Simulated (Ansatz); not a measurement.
# TePb (Pm-3m) in Ansatz: a series of runs, part 2 of 2

Ansatz 0.2.0.

## 3. Phonons, PBEsol

Input file input.yaml:

```yaml
crystal:
  lattice:
    - [4.002287, 0.0, 0.0]
    - [0.0, 4.002287, 0.0]
    - [0.0, 0.0, 4.002287]
  atoms:
    - { symbol: Pb, position: [0.0, 0.0, 0.0] }
    - { symbol: Te, position: [0.5, 0.5, 0.5] }
kpoints:
  mp_grid: { grid: [5, 5, 5] }
scf:
  occupations: { method: fermi_dirac, width: 0.05 }
hamiltonian:
  xc: pbesol
  pseudopotentials: { kind: all_electron, lapw: { basis_error: 0.001 } }
output: {}
phonons:
  method: fd
  supercell: [1, 1, 1]
```

Potentials or basis: all-electron LAPW, scalar-relativistic.

Started as:

```bash
> ansatz run input.yaml --threads 1 --pin off --max-ram 3072MiB --backend cpu --events-out ev --progress --plain --runs-dir out
```

Output:

```text
Warning: RAYON_NUM_THREADS=1 ignored (pool sized by the plan → 1); use --threads N
LAPW: plane waves up to 6.489 Å⁻¹, error target 1.0e-3 eV per atom; small_component_spin mean_spin; Te in spheres of 1.638 Å, 24 of its electrons in bands, Dirac shells []; Pb in spheres of 1.724 Å, 36 of its electrons in bands, Dirac shells [] (how accurate: hamiltonian.pseudopotentials.lapw.basis_error, Limitations)
Engine: ansatz 0.2.0, aarch64-unknown-linux-gnu
Pseudopotentials: kind: all_electron
Pseudopotential: Pb, LAPW, valence charge 36, lapw/all_electron/scalar/gaussian/Pb, Koelling and Harmon's equation, gaussian nucleus
Pseudopotential: Te, LAPW, valence charge 24, lapw/all_electron/scalar/gaussian/Te, Koelling and Harmon's equation, gaussian nucleus
Functional definition: PBEsol
  exchange = pbesol_x
  correlation = pbesol_c
Crystal: 2 atoms, lattice volume = 64.110 Å³
Basis set: ecut = 160.4239516189584 eV, 305 PW (Γ), exchange–correlation at level 2
Bands: 36, of which v1, the nominal top of the filled ones, is band 30 counted from 1 (29 counted from 0)
Symmetry: 48 space group operations
k-points: 10 of 125
Non-local potential: Pb, projectors of the file, none
Non-local potential: Te, projectors of the file, none
Initial density: superposition of atomic densities (chi_scale 0.1, normalization cell, long waves kept (reshape's long-wave potential 0.00 eV rms))
Initial wavefunctions: plane waves of lowest kinetic energy (no species holds an atomic orbital)
Functional: x = pbesol(κ = 0.804, μ = 0.12345679012345678), c = pbesol(β = 0.046)
iter 1 solved again at ethr=9.69e-4 eV; its pass at ethr=1.00e-1 eV (dr2=5.81e-1 eV) is discarded
SCF iter   1: F=—  HF=-752721.572948 eV  |F-HF|=—  |Δ(HF+E_count)|=         —  Δρ=1.70e-2  dr2=5.81e-1  ethr=9.69e-4  ⟨swp⟩=2.1  Hψ=2211  notcnv=0
preconditioner: auto → Kerker (q_TF=auto, 2.698 Å⁻¹)  [metal: Δε(μ)=0.049 eV  Ē_g=15.962 eV  σ=0.050 eV  W_gap=0.24  n_scr=18 (ndim 8)  ℏωp=20.7 eV  f_vac=0.000  D(μ)=2.11/eV (n_scr^D=18)]
SCF iter   2: F=—  HF=-752721.432979 eV  |F-HF|=—  |Δ(HF+E_count)|=   1.40e-1  Δρ=7.99e-3  dr2=1.29e-1  ethr=9.68e-4  ⟨swp⟩=2.0  Hψ=1119  notcnv=0
preconditioner: auto → Resta (q_TF=auto, 2.698 Å⁻¹)  ε∞=2.6  [insulator: Δε(μ)=0.227 eV  Ē_g=16.153 eV  σ=0.050 eV  W_gap=0.76  n_scr=18 (ndim 8)  ℏωp=20.7 eV  f_vac=0.000  D(μ)=1.37/eV (n_scr^D=6)  ε∞_Penn≈2.6]
SCF iter   3: F=—  HF=-752721.411443 eV  |F-HF|=—  |Δ(HF+E_count)|=   2.15e-2  Δρ=3.70e-3  dr2=2.67e-2  ethr=2.16e-4  ⟨swp⟩=2.0  Hψ=1021  notcnv=0
iter 4 solved again at ethr=1.43e-6 eV; its pass at ethr=4.45e-5 eV (dr2=8.57e-4 eV) is discarded
SCF iter   4: F=—  HF=-752721.413158 eV  |F-HF|=—  |Δ(HF+E_count)|=   1.71e-3  Δρ=9.02e-4  dr2=8.58e-4  ethr=1.43e-6  ⟨swp⟩=2.0  Hψ=1825  notcnv=0
SCF iter   5: F=—  HF=-752721.410752 eV  |F-HF|=—  |Δ(HF+E_count)|=   2.41e-3  Δρ=2.99e-4  dr2=8.72e-5  ethr=1.43e-6  ⟨swp⟩=2.0  Hψ=1072  notcnv=0
SCF iter   6: F=—  HF=-752721.410735 eV  |F-HF|=—  |Δ(HF+E_count)|=   1.68e-5  Δρ=1.05e-4  dr2=1.13e-5  ethr=1.45e-7  ⟨swp⟩=2.0  Hψ=1072  notcnv=0
SCF iter   7: F=—  HF=-752721.410739 eV  |F-HF|=—  |Δ(HF+E_count)|=   3.78e-6  Δρ=4.88e-5  dr2=4.31e-6  ethr=1.88e-8  ⟨swp⟩=2.0  Hψ=1072  notcnv=0
SCF iter   8: F=—  HF=-752721.410738 eV  |F-HF|=—  |Δ(HF+E_count)|=   1.08e-6  Δρ=1.21e-5  dr2=1.94e-7  ethr=7.18e-9  ⟨swp⟩=2.0  Hψ=1072  notcnv=0
SCF iter   9: F=—  HF=-752721.410738 eV  |F-HF|=—  |Δ(HF+E_count)|=   7.21e-8  Δρ=2.20e-6  dr2=7.94e-9  ethr=3.24e-10  ⟨swp⟩=2.0  Hψ=1072  notcnv=0
SCF iter  10: F=-752721.410738 eV  HF=-752721.410738 eV  |F-HF|=5.82e-10  |Δ(HF+E_count)|=  3.49e-10  Δρ=5.88e-7  dr2=4.85e-10  ethr=1.32e-11  ⟨swp⟩=2.0  Hψ=1072  notcnv=0
SCF 1 converged in 10 iterations: F = -752721.410738 eV  dr2 = 4.85e-10
Symmetry: 8 space group operations
k-points: 18 of 125 (time reversal used)
Initial density: handed on by an earlier stage of this run
Initial wavefunctions: plane waves of lowest kinetic energy (no species holds an atomic orbital; no wavefunctions were taken with the density)
iter 1 solved again at ethr=3.26e-8 eV; its pass at ethr=1.00e-1 eV (dr2=1.95e-5 eV) is discarded
SCF iter   1: F=—  HF=-752721.410761 eV  |F-HF|=—  |Δ(HF+E_count)|=         —  Δρ=1.22e-4  dr2=1.76e-5  ethr=3.26e-8  ⟨swp⟩=5.7  Hψ=5351  notcnv=0
preconditioner: auto → Resta (q_TF=auto, 2.698 Å⁻¹)  ε∞=2.6  [insulator: Δε(μ)=0.323 eV  Ē_g=16.269 eV  σ=0.050 eV  W_gap=0.86  n_scr=18 (ndim 8)  ℏωp=20.7 eV  f_vac=0.000  D(μ)=1.22/eV (n_scr^D=6)  ε∞_Penn≈2.6]
SCF iter   2: F=—  HF=-752721.410758 eV  |F-HF|=—  |Δ(HF+E_count)|=   2.89e-6  Δρ=6.86e-5  dr2=5.79e-6  ethr=2.93e-8  ⟨swp⟩=2.0  Hψ=1928  notcnv=0
iter 3 solved again at ethr=3.52e-10 eV; its pass at ethr=9.65e-9 eV (dr2=2.11e-7 eV) is discarded
SCF iter   3: F=—  HF=-752721.410757 eV  |F-HF|=—  |Δ(HF+E_count)|=   6.41e-7  Δρ=1.45e-5  dr2=2.11e-7  ethr=3.52e-10  ⟨swp⟩=2.0  Hψ=3263  notcnv=0
SCF iter   4: F=—  HF=-752721.410757 eV  |F-HF|=—  |Δ(HF+E_count)|=   7.03e-8  Δρ=3.16e-6  dr2=6.72e-9  ethr=3.51e-10  ⟨swp⟩=2.0  Hψ=1928  notcnv=0
SCF iter   5: F=-752721.410757 eV  HF=-752721.410757 eV  |F-HF|=2.33e-10  |Δ(HF+E_count)|=   6.40e-9  Δρ=6.09e-7  dr2=3.08e-10  ethr=1.12e-11  ⟨swp⟩=2.3  Hψ=1935  notcnv=0
SCF 2 converged in 5 iterations: F = -752721.410757 eV  dr2 = 3.08e-10
iter 1 solved again at ethr=8.63e-8 eV; its pass at ethr=1.00e-1 eV (dr2=5.18e-5 eV) is discarded
SCF iter   1: F=—  HF=-752721.410771 eV  |F-HF|=—  |Δ(HF+E_count)|=         —  Δρ=1.72e-4  dr2=4.99e-5  ethr=8.63e-8  ⟨swp⟩=5.3  Hψ=5125  notcnv=0
SCF iter   2: F=—  HF=-752721.410760 eV  |F-HF|=—  |Δ(HF+E_count)|=   1.12e-5  Δρ=9.37e-5  dr2=1.36e-5  ethr=8.31e-8  ⟨swp⟩=2.0  Hψ=1928  notcnv=0
iter 3 solved again at ethr=1.18e-9 eV; its pass at ethr=2.27e-8 eV (dr2=7.09e-7 eV) is discarded
SCF iter   3: F=—  HF=-752721.410757 eV  |F-HF|=—  |Δ(HF+E_count)|=   3.05e-6  Δρ=2.12e-5  dr2=7.09e-7  ethr=1.18e-9  ⟨swp⟩=2.0  Hψ=3262  notcnv=0
SCF iter   4: F=—  HF=-752721.410757 eV  |F-HF|=—  |Δ(HF+E_count)|=   1.82e-7  Δρ=5.19e-6  dr2=1.90e-8  ethr=1.18e-9  ⟨swp⟩=2.0  Hψ=1928  notcnv=0
SCF iter   5: F=—  HF=-752721.410757 eV  |F-HF|=—  |Δ(HF+E_count)|=   3.61e-9  Δρ=1.23e-6  dr2=1.08e-9  ethr=3.17e-11  ⟨swp⟩=2.1  Hψ=1932  notcnv=0
SCF iter   6: F=-752721.410757 eV  HF=-752721.410757 eV  |F-HF|=1.16e-10  |Δ(HF+E_count)|=   1.28e-9  Δρ=6.64e-7  dr2=3.44e-10  ethr=3.54e-12 (applied; sched 1.80e-12)  ⟨swp⟩=2.0  Hψ=1928  notcnv=0
SCF 3 converged in 6 iterations: F = -752721.410757 eV  dr2 = 3.44e-10
SCF converged after 10 iterations
Free energy (F): -752721.410738 eV
Harris-Foulkes:  -752721.410738 eV  (|F-HF|=5.82e-10)
Internal energy: -752721.399159 eV  (E = F + TS)
E sigma→0 (E₀):  -752721.404948 eV
Entropy (-TS):   -0.011578 eV (-5.789 meV/atom)
Fermi energy:    12.598476 eV
--- Per-component energies (eV) ---
  E_band       = -3360.591283
  E_kinetic    = 849885.907370
  E_xc         = -15138.366098
  E_electrostatic = -1587468.940431  (all electrons and nuclei)
  E_smearing   = -0.011578  (= −TS)
  E_closure    = 0.000000  (closes the sum)
  E_atoms      = -752713.611654  (free atoms, spherical and without spin; not in F)
  Σ components = -752721.410738   (vs F -752721.410738, Δ=0.00e0)
  Basis errors (estimates in eV, not in F): energy 2.6e-4 per atom: plane waves 2.5e-4 (1.4e-4 summed), levels above the bands 4.4e-76, relativity 9.3e-9, radial functions 8.0e-6, core shells 1.7e-9; eigenvalues (radial functions only) 4.1e-6; not estimated: angular momenta, meshes, grids; target (lapw.basis_error) 1.0e-3; muffin-tin radii Te 1.638 Å, Pb 1.724 Å
--- Forces (eV/Å), atoms counted from 1 ---
  atom   1  Pb    -0.00000000     0.00000000    -0.00000000
  atom   2  Te     0.00000000    -0.00000000    -0.00000000
  max |Σ_I F_I| component: 4.01e-30 eV/Å
--- Band table (eV; the first three rows and the last of 10) ---
  k-point 0: bands = ["-146.0598", "-126.9660", "-116.0245", "-116.0245", "-116.0245", "-116.0235", "-116.0235", "-116.0235", "-116.0222", "-96.1614", "-96.1614", "-96.1614", "-68.7506", "-68.7506", "-68.7506", "-23.5965", "-23.5965", "-23.5945", "-23.5945", "-23.5945", "-4.2801", "-4.2801", "-4.1981", "-4.1981", "-4.1981", "0.5364", "5.9585", "11.1500", "11.1500", "11.1500", "16.7105", "16.7105", "17.9746", "17.9746", "17.9746", "22.6326"]
  k-point 1: bands = ["-146.0598", "-126.9660", "-116.0245", "-116.0245", "-116.0245", "-116.0235", "-116.0235", "-116.0235", "-116.0222", "-96.1614", "-96.1614", "-96.1614", "-68.7507", "-68.7506", "-68.7506", "-23.5965", "-23.5952", "-23.5948", "-23.5948", "-23.5945", "-4.2789", "-4.2558", "-4.2072", "-4.2072", "-4.1975", "0.8468", "5.3292", "10.9951", "11.4981", "11.4981", "15.9203", "16.9985", "17.0394", "17.0394", "18.7532", "22.0016"]
  k-point 2: bands = ["-146.0598", "-126.9660", "-116.0245", "-116.0245", "-116.0245", "-116.0235", "-116.0235", "-116.0235", "-116.0222", "-96.1614", "-96.1614", "-96.1614", "-68.7507", "-68.7506", "-68.7506", "-23.5964", "-23.5953", "-23.5953", "-23.5944", "-23.5930", "-4.2769", "-4.2217", "-4.2217", "-4.2166", "-4.1966", "1.6209", "4.0245", "11.5618", "12.3288", "12.3288", "13.5185", "15.4139", "15.4139", "17.7810", "19.9253", "22.7172"]
  k-point 9: bands = ["-146.0598", "-126.9660", "-116.0245", "-116.0245", "-116.0245", "-116.0235", "-116.0235", "-116.0235", "-116.0222", "-96.1614", "-96.1614", "-96.1614", "-68.7507", "-68.7507", "-68.7507", "-23.5961", "-23.5961", "-23.5961", "-23.5911", "-23.5911", "-4.2503", "-4.2469", "-4.2469", "-4.1766", "-4.1766", "2.8023", "5.3321", "9.7241", "9.9853", "9.9853", "12.4467", "12.4467", "13.6409", "23.5501", "24.5283", "24.5283"]
--- Phonons: 2 displaced members + reference (amplitude 0.01 Å, Σ member SCF iterations 11) ---
  symmetry images taken by strict's conditions (phonons.symmetry_images: auto; settled by no image being taken that strict refuses)
  ASR residual: 1.682e-4 → 0.000e0 eV/Å²; symmetrization residual: 4.105e-5 eV/Å²
  largest component of a force at the reference: 5.6e-30 eV/Å
  ASR residual per site (eV/Å²): 5.11e-5 1.68e-4
  Γ frequencies (cm⁻¹): -36.45 -36.45 -36.45 0.00 0.00 0.00
  density of states and harmonic sums: on the 15×15×15 q-mesh, interpolated from the force constants of a 1×1×1 supercell (no non-analytic term)
  largest difference from the sums on the solved wave vectors: F 0.00e0 eV, S 0.00e0 and C_V 0.00e0 eV/K
  zero-point energy: -0.000000 eV/cell   skipped modes (ω ≤ 0): 720, of them read as no rigid motion or as one in doubt: 717 (5.999e0 modes/cell left out, lowest -36.45 cm⁻¹)   left out of the sums: 1.00e0 of the cell's modes: C_V's classical limit lies that fraction below 3 k_B per atom; for a crystal, a wire or a layer, F and S can be off by more, and a phonons.interpolated_qmesh denser along its periods is the remedy for the sampling
```

phdos.tsv:

```text
# omega_inv_cm	omega_thz	g_bin_mean(omega)[modes/inv_cm]
# format = ansatz-phdos/2
# interpolated_qmesh = 15 15 15
# force_constants_supercell = 1 1 1
# lo_to_splitting: not included (the non-analytic LO-TO correction is not applied to the interpolated dynamical matrix; polar crystals: no LO-TO splitting at GAMMA, and LO and other optical branches, acoustic branches and sound speeds, and with them the density of states and the thermodynamics, can be off between the wave vectors that the force constants were sampled on, most near GAMMA; a larger extent of the force constants narrows that region and is not shown to mend the acoustic slopes)
# g_bin_mean(omega): the modes in a bin one row spacing wide, centred on omega, divided by that spacing. A flat band (one whose frequency is the same at every q-point) is counted whole in the row whose bin holds it (on the edge of two bins, in the lower row). The modes of the run's own cell are the sum of g_bin_mean times the row spacing in inv_cm (a plain sum, not the trapezoid rule); for a one-atom cell on a GAMMA-only q-mesh every row is zero, so that sum is 0, not 3
-36.450508	-1.092759	1.196556e-4
-36.377607	-1.090573	3.111045e-3
-36.304706	-1.088388	1.172625e-2
-36.231805	-1.086202	2.475278e-2
-36.158904	-1.084017	3.454079e-2
-36.086003	-1.081831	3.844641e-2
[... 493 lines left out ...]
-0.072901	-0.002186	6.831595e-7
-0.000000	-0.000000	2.627536e-8
```

phthermo.tsv:

```text
# format = ansatz-phthermo/1
# interpolated_qmesh = 15 15 15
# force_constants_supercell = 1 1 1
# non_analytic_term = not included (the non-analytic LO-TO correction is not applied to the interpolated dynamical matrix; polar crystals: no LO-TO splitting at GAMMA, and LO and other optical branches, acoustic branches and sound speeds, and with them the density of states and the thermodynamics, can be off between the wave vectors that the force constants were sampled on, most near GAMMA; a larger extent of the force constants narrows that region and is not shown to mend the acoustic slopes)
# zero_point_energy_ev = -0.0000000000e0
# n_skipped_modes = 720
# share_of_modes_left_out = 1.0000000000e0
# vibrations_at_or_below_zero_n_entries = 717
# vibrations_at_or_below_zero_modes_per_cell = 5.9991111111e0
# vibrations_at_or_below_zero_lowest_omega_inv_cm = -36.451
# rigid_motions_known_by = geometry
# t_k	f_vib_ev	s_ev_per_k	c_v_ev_per_k
0.0000	0.0000000000e0	0.0000000000e0	0.0000000000e0
10.0000	0.0000000000e0	0.0000000000e0	0.0000000000e0
20.0000	0.0000000000e0	0.0000000000e0	0.0000000000e0
30.0000	0.0000000000e0	0.0000000000e0	0.0000000000e0
40.0000	0.0000000000e0	0.0000000000e0	0.0000000000e0
50.0000	0.0000000000e0	0.0000000000e0	0.0000000000e0
[... 93 lines left out ...]
990.0000	0.0000000000e0	0.0000000000e0	0.0000000000e0
1000.0000	0.0000000000e0	0.0000000000e0	0.0000000000e0
```

It took 35 s on 1 thread of Arm Neoverse N1, shared host; peak memory 0.28 GiB.

What came out:

- Free energy: -752721.4107 eV
- Band gap on the k mesh: none (metal or under the smearing width)
- Highest phonon frequency at Γ: 0 cm⁻¹
- Most unstable mode: 36i cm⁻¹

Phonon frequencies in cm⁻¹ (negative: imaginary):
| q point | frequencies |
| --- | --- |
| (0.000, 0.000, 0.000) | -36 -36 -36 0 0 0 |

Caveat: some modes are imaginary; the k mesh is thin for a metal, which can move the energy by tens of meV per atom.
